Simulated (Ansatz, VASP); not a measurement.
# InB2: VASP beside Ansatz

Wanted: the spread between two codes on one cell, functional and k mesh. The cell is generated by rule, not measured, and may not be a known phase. The cell is taken from a series of runs on this material, whose earlier steps may have relaxed, scaled, displaced or heated it; both programs get it as it stands.

Calculated with Ansatz 0.2.0; plane waves, with VASP 6.6.1 beside it; zone-centre phonons at PBEsol.

The structure was built from a prototype and need not be the compound's stable phase.

## Step 1: The starting structure

It takes space group P4/mmm (No. 123, tetragonal). Conventional cell: a = 3.601 Å, b = 3.601 Å, c = 3.158 Å, α = 90.00°, β = 90.00°, γ = 90.00°. Nearest to In lie 4 B at 2.55 Å. Nearest to B lie 2 B at 1.58 Å and 4 In at 2.55 Å. Nearest to B lie 2 B at 1.58 Å. Farther neighbours are not listed.

## Step 2: Ansatz: zone-centre phonons, PBEsol

Ansatz runs on norm-conserving files, of PseudoDojo where its log says so.

Second derivatives magnify differences that forces hide, and they need a tight electronic threshold.

Input file input.yaml:

```yaml
crystal:
  lattice:
    - [3.6005447919, 0.0, 0.0]
    - [0.0, 3.6005447919, 0.0]
    - [0.0, 0.0, 3.1576752149]
  atoms:
    - { symbol: In, position: [0.5, 0.5, 0.0] }
    - { symbol: B, position: [0.0, 0.0, 0.0] }
    - { symbol: B, position: [0.0, 0.0, 0.5] }
kpoints:
  mp_grid: { grid: [12, 12, 14] }
hamiltonian:
  xc: pbesol
  pseudopotentials: { kind: nc }
scf:
  occupations: { method: methfessel_paxton, width: 0.2 }
output:
  eigenvalues: true
phonons:
  method: dfpt
```

Started as:

```sh
> ansatz run input.yaml --threads 8 --pin off --max-ram 14336MiB --backend cpu --events-out ev --progress --plain --runs-dir out
```

Numbers of over 12 decimals in the logs are rounded to 6 here.

The log of the run:

```text
zone centre: on kpoints.mp_grid the ground state, and the responses unless they are solved on pairs of k-points, stand on 392 of the mesh's 2016 k-points, reduced under 8 symmetry operations, with k and −k counted as one. Each operation leaves every solved displacement unchanged or reverses it
Engine: ansatz 0.2.0, x86_64-unknown-linux-gnu
Pseudopotentials: kind: nc
Pseudopotential: In, nc, valence charge 13, recommended cutoff 952.398519 eV (normal), In.nc.azcp (PseudoDojo's, or run here from an input of PseudoDojo's: the run reads no file of this project's for it)
Pseudopotential: B, nc, valence charge 3, recommended cutoff 1034.032677 eV (normal), B.nc.azcp (PseudoDojo's, or run here from an input of PseudoDojo's: the run reads no file of this project's for it)
Functional definition: PBEsol
  exchange = pbesol_x
  correlation = pbesol_c
Crystal: 3 atoms, lattice volume = 40.936 Å³
Basis set: ecut = 1034.032677 eV, 3117 PW (Γ), exchange–correlation on 80×80×72 points (8 copies of the dense FFT grid, shifted against one another)
Bands: 14, of which v1, the nominal top of the filled ones, is band 10 counted from 1 (9 counted from 0)
Symmetry: 16 space group operations
k-points: 392 of 2016 (irreducible under 8 space group operations)
Non-local potential: In, projectors of the file, l = 0: 2, l = 1: 2, l = 2: 2
Non-local potential: B, projectors of the file, l = 0: 2, l = 1: 2
Initial density: superposition of atomic densities (chi_scale 0.1, normalization cell, long waves kept (reshape's long-wave potential 0.00 eV rms))
Initial wavefunctions: pseudopotential atomic-orbital guess
Functional: x = pbesol(κ = 0.804, μ = 0.123457), c = pbesol(β = 0.046)
SCF iter   1: F=—  HF=-1964.238896 eV  |F-HF|=—  |Δ(HF+E_count)|=         —  Δρ=8.86e-2  dr2=6.00e0  ethr=3.10e-3  ⟨swp⟩=6.4  Hψ=33200  notcnv=0
preconditioner: auto → none  [metal: Δε(μ)=0.013 eV  Ē_g=13.803 eV  σ=0.200 eV  W_gap=0.05  n_scr=6 (ndim 8)  ℏωp=25.3 eV  f_vac=0.000  D(μ)=0.72/eV (n_scr^D=4)  sad-step TF]
SCF iter   2: F=—  HF=-1962.786897 eV  |F-HF|=—  |Δ(HF+E_count)|=    1.45e0  S|Δr|=    0.00e0  Δρ=4.81e-2  dr2=1.75e0  ethr=3.10e-3  ⟨swp⟩=3.0  Hψ=12604  notcnv=0  defer=89
SCF iter   3: F=—  HF=-1962.202319 eV  |F-HF|=—  |Δ(HF+E_count)|=   5.85e-1  S|Δr|=    0.00e0  Δρ=6.36e-3  dr2=2.38e-2  ethr=3.10e-3  ⟨swp⟩=3.3  Hψ=12097  notcnv=0  defer=88
SCF iter   4: F=—  HF=-1962.196310 eV  |F-HF|=—  |Δ(HF+E_count)|=   6.01e-3  S|Δr|=    0.00e0  Δρ=2.19e-3  dr2=1.90e-3  ethr=1.25e-4  ⟨swp⟩=2.0  Hψ=9231  notcnv=0  defer=77
SCF iter   5: F=—  HF=-1962.195972 eV  |F-HF|=—  |Δ(HF+E_count)|=   3.38e-4  S|Δr|=    0.00e0  Δρ=6.04e-4  dr2=9.83e-5  ethr=9.98e-6  ⟨swp⟩=2.1  Hψ=6643  notcnv=0  defer=77
SCF iter   6: F=—  HF=-1962.195982 eV  |F-HF|=—  |Δ(HF+E_count)|=   9.69e-6  S|Δr|=    0.00e0  Δρ=9.43e-5  dr2=3.07e-6  ethr=5.17e-7  ⟨swp⟩=3.0  Hψ=10205  notcnv=0  defer=77
SCF iter   7: F=—  HF=-1962.195983 eV  |F-HF|=—  |Δ(HF+E_count)|=   1.31e-6  S|Δr|=    0.00e0  Δρ=2.00e-5  dr2=1.06e-7  ethr=1.61e-8  ⟨swp⟩=3.0  Hψ=10728  notcnv=0  defer=77
SCF iter   8: F=—  HF=-1962.195984 eV  |F-HF|=—  |Δ(HF+E_count)|=   3.69e-7  S|Δr|=    0.00e0  Δρ=1.77e-6  dr2=1.00e-9  ethr=5.59e-10  ⟨swp⟩=3.1  Hψ=10985  notcnv=0  defer=77
SCF iter   9: F=—  HF=-1962.195984 eV  |F-HF|=—  |Δ(HF+E_count)|=  6.99e-10  S|Δr|=    0.00e0  Δρ=3.47e-7  dr2=2.21e-11  ethr=5.27e-12  ⟨swp⟩=3.4  Hψ=11446  notcnv=0  defer=77
SCF iter  10: F=-1962.195984 eV  HF=-1962.195984 eV  |F-HF|=2.27e-13  |Δ(HF+E_count)|=  1.86e-11  S|Δr|=    0.00e0  Δρ=4.87e-8  dr2=4.89e-13  ethr=1.00e-12  ⟨swp⟩=13.6  Hψ=47092  notcnv=0
SCF 1 converged in 10 iterations: F = -1962.195984 eV  dr2 = 4.89e-13
DFPT response loops at Γ: preconditioner auto → Kerker (q_TF=auto, 2.401 Å⁻¹) (partly filled bands, converged f_vac=0.000); β = 1.00, the filter's whole step (`scf.mixing.beta` (0.50) is not read by the response loops under this deck's `scf.mixing.preconditioner`; to damp them name `kerker` or `kerker_dos`, under which they read `scf.mixing.beta`, and type it under 1.00, their step now; both keys bind the ground state too); Broyden in place of MSR1
SCF converged after 10 iterations
Stability not checked: this state was not tested for a lower state beside it, because cold or Methfessel-Paxton smearing, or corrected tetrahedra, fill the levels in a way that the test cannot read (fill_not_monotonic; see scf.lower_state_search)
Free energy (F): -1962.195984 eV
Harris-Foulkes:  -1962.195984 eV  (|F-HF|=2.27e-13)
Internal energy: -1962.195985 eV  (E = F + TS)
E sigma→0 (E₀):  -1962.195984 eV
Entropy (-TS):   0.000002 eV (0.001 meV/atom)
Fermi energy:    9.956940 eV
--- Per-component energies (eV) ---
  E_band       = -5.087412
  E_kinetic    = 1243.863748
  E_local      = -1265.311669  (includes V_loc(G=0)·N_el)
  E_nonlocal   = -397.076541
  E_hartree    = 402.034186
  E_xc         = -604.510328
  E_vxc        = -390.631301  (∫ρ·V_xc dr)
  E_ewald      = -1341.195380
  E_smearing   = 0.000002  (= −TS)
  E_closure    = -0.000000  (closes the sum)
  Σ components = -1962.195984   (vs F -1962.195984, Δ=0.00e0)
--- Band table (eV; the first three rows and the last of 392) ---
  k-point 0: bands = [... 6 lower, 5.7215, 7.0234, 7.0234, 8.1217, 14.5854, 14.9476, 18.3994, 18.3994]
  k-point 1: bands = [... 6 lower, 5.5324, 7.1020, 7.1020, 8.1801, 14.5618, 15.0120, 18.0406, 18.0406]
  k-point 2: bands = [... 6 lower, 5.0211, 7.3360, 7.3360, 8.3427, 14.3792, 15.2060, 17.0477, 17.0477]
  k-point 391: bands = [... 6 lower, 3.0712, 7.0776, 7.0776, 8.8753, 9.2975, 9.2975, 9.8077, 22.0573]
--- Phonons (Γ-DFPT): 6 representative perturbations + reference, on 392 of 2016 k-points (Σ response iterations 18) ---
  k mesh reduced under 8 symmetry operations, with k and −k counted as one. Each operation leaves every solved displacement unchanged or reverses it
  ASR residual: 1.195e-4 → 0.000e0 eV/Å²; symmetrization residual: 1.997e-6 eV/Å²
  ASR residual per site (eV/Å²): 1.19e-4 8.14e-6 8.88e-6
  Γ frequencies (cm⁻¹): -28.27 0.00 0.00 0.00 143.99 143.99 303.42 303.42 1429.97
  non-analytic LO–TO correction: not included (Born effective charges unavailable; polar crystals: no LO–TO splitting at Γ)
```

In the SCF lines HF is the Harris–Foulkes energy and dr2 the Hartree energy of the density residual, in eV; the loop may stop once dr2 is under the threshold and the program's other checks hold. Hψ counts applications of the Hamiltonian.

(Continued in part 2 of 2.)

[Lines on the potential files, build, host, timing and source positions are cut from VASP's logs without a mark.]

[Logs are printed without paths, hosts, clocks, repeated set-up lines and the standing remarks that a program may print on its own settings, such as how far it seeks lower states.]

[Hosts, paths, dates, database ids (printed as entryN), source tags and the programs' standing remarks are cut or masked in the printed files.]
